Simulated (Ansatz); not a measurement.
# HfC (NiAs type): how the settings move a single-point run

How sensitive is a single-point run of HfC (NiAs type) to its settings? A reference run comes first, then one run with altered input.

Computed with Ansatz 0.2.0 (reference: DFT, PBE, all-electron LAPW, scalar-relativistic, unless a step's input says otherwise).

### 1 The structure to begin with

It takes space group P6_3/mmc (No. 194, hexagonal). Conventional cell: a = 3.011 Å, b = 3.011 Å, c = 5.429 Å, α = 90.00°, β = 90.00°, γ = 120.00°. Around Hf (site symmetry -3m) lie 6 C at 2.21 Å. C (site symmetry -6m2) has 6 Hf at 2.21 Å as nearest neighbours.

As a file:

```xyz
4
Lattice="3.0109 0.0000 0.0000 -1.5054 2.6075 0.0000 0.0000 0.0000 5.4289" Properties=species:S:1:pos:R:3 pbc="T T T"
Hf    0.0000    0.0000    0.0000
Hf    0.0000    0.0000    2.7145
C     0.0000    1.7383    1.3572
C     1.5054    0.8692    4.0717
```

### 2 Baseline

Input file input.yaml:

```yaml
crystal:
  lattice:
    - [3.0108653993, 0.0, 0.0]
    - [-1.5054326996, 2.6074859231, 0.0]
    - [0.0, 0.0, 5.4289111877]
  atoms:
    - { symbol: Hf, position: [0.0, 0.0, 0.0] }
    - { symbol: Hf, position: [0.0, 0.0, 0.5] }
    - { symbol: C, position: [0.3333333333, 0.6666666667, 0.25] }
    - { symbol: C, position: [0.6666666667, 0.3333333333, 0.75] }
kpoints:
  mp_grid: { grid: [10, 10, 6] }
scf:
  occupations: { method: fermi_dirac, width: 0.05 }
hamiltonian:
  xc: pbe
  pseudopotentials: { kind: all_electron, lapw: { basis_error: 0.001 } }
output:
  forces: true
  stress: true
  eigenvalues: true
  populations: true
```

The run is started by

```sh
$ ansatz run input.yaml --threads 1 --pin off --max-ram 3072MiB --backend cpu --events-out ev --progress --plain --runs-dir out
```

### 3 Changing settings: mp_grid.grid [3, 3, 2]

input.yaml: that of step 2 with these lines changed.

```diff
@@ -11,3 +11,3 @@
 kpoints:
-  mp_grid: { grid: [10, 10, 6] }
+  mp_grid: { grid: [3, 3, 2] }
 scf:
```

Before running it: what results should come out? Wanted: for each run, ending; energy change; pressure; gap; force.

**Answer**, as computed:

```csv
run,ending,energy change,pressure (GPa),gap (eV),force (eV/Å),cycles,time
reference,converged,0,71.4,0.00,0.00,10,66 s
"1: mp_grid.grid [3, 3, 2]",converged,+18.6 meV/atom,69.6,0.00,0.00,10,11 s
```

Residual by cycle in the longest SCF loop of each run; runs are numbered as in the table. The quantity is the density residual dr2, in eV.

```csv
cycle,reference,run 1
1,12.9,13
2,0.802,0.324
3,0.65,0.444
4,0.237,0.174
5,0.00992,0.00942
6,4.9e-4,5.2e-4
7,5.2e-5,9.8e-5
8,1.7e-6,4.2e-6
9,1.8e-7,1.2e-7
10,2.8e-8,3.3e-9
```

**Reading.** Changing the k-point mesh moves the energy by +18.6 meV/atom, and the pressure goes from 71.4 to 69.6 GPa. The energy is not variational in the mesh, so the sign tells nothing. Cost: 11 s against 66 s. The structure is not at rest: the sound run finds 71 GPa, so these are no properties of the relaxed crystal. 
